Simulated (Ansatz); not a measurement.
Several occupations of a fcc lattice at one composition, 8 Cu, 8 Au. Sites, in fractions of the cell -3.915 3.915 -3.915; 3.915 3.915 3.915; 3.915 -3.915 -3.915 Å:

| cell | sites |
| --- | --- |
| all | Au (0.00 0.25 0.75), Cu (0.25 0.25 0.50), Cu (0.50 0.00 0.50), Cu (0.50 0.25 0.25) |
| 1 | Au (0.00 0.00 0.00), Au (0.00 0.50 0.50), Au (0.00 0.75 0.25), Au (0.25 0.00 0.75), Au (0.25 0.75 0.00), Au (0.75 0.00 0.25), Au (0.75 0.75 0.50), Cu (0.25 0.50 0.25), Cu (0.50 0.50 0.00), Cu (0.50 0.75 0.75), Cu (0.75 0.25 0.00), Cu (0.75 0.50 0.75) |
| 2 | Au (0.00 0.75 0.25), Au (0.25 0.00 0.75), Au (0.25 0.50 0.25), Au (0.50 0.75 0.75), Au (0.75 0.00 0.25), Au (0.75 0.25 0.00), Au (0.75 0.50 0.75), Cu (0.00 0.00 0.00), Cu (0.00 0.50 0.50), Cu (0.25 0.75 0.00), Cu (0.50 0.50 0.00), Cu (0.75 0.75 0.50) |
| 3 | Au (0.00 0.00 0.00), Au (0.25 0.50 0.25), Au (0.50 0.50 0.00), Au (0.50 0.75 0.75), Au (0.75 0.25 0.00), Au (0.75 0.50 0.75), Au (0.75 0.75 0.50), Cu (0.00 0.50 0.50), Cu (0.00 0.75 0.25), Cu (0.25 0.00 0.75), Cu (0.25 0.75 0.00), Cu (0.75 0.00 0.25) |

Each was relaxed without symmetry on coarser meshes and computed once more. All numbers below come from DFT PBE, scalar-relativistic, plane waves, PAW in Ansatz.

Plane waves to 420 eV, a k mesh through Γ of 6×6×6 on the computed 16-atom cell and Gaussian smearing (0.10 eV); no spin polarisation.

Warren–Cowley parameters of the first shell of the sublattice with most elements (negative: unlike neighbours preferred):
```csv
cell,Au-Cu
1,0.00
2,-0.21
3,0.00
```

Forces of up to 0.03 eV/Å remain on the final mesh.

Which occupation is lowest in energy, and by how much?

Cell 2.
| cell | E − E(lowest) (meV/atom) | V (Å³/atom) |
| --- | --- | --- |
| 2 | 0.0 | 15.11 |
| 3 | 25.3 | 15.20 |
| 1 | 26.6 | 15.19 |

The final mesh leaves forces up to 0.03 eV/Å and stresses up to 0.8 GPa: the relaxation ran on a coarser mesh, so the cell's shape, its bonds and its energy belong partly to that mesh.

Spin–orbit coupling is left out, which can shift energies with elements as heavy as these.

Cost: 6 runs of about 48 core-minutes in all (earlier runs that led there not counted), on Intel Xeon Platinum 8375C (Ice Lake) (shared hosts).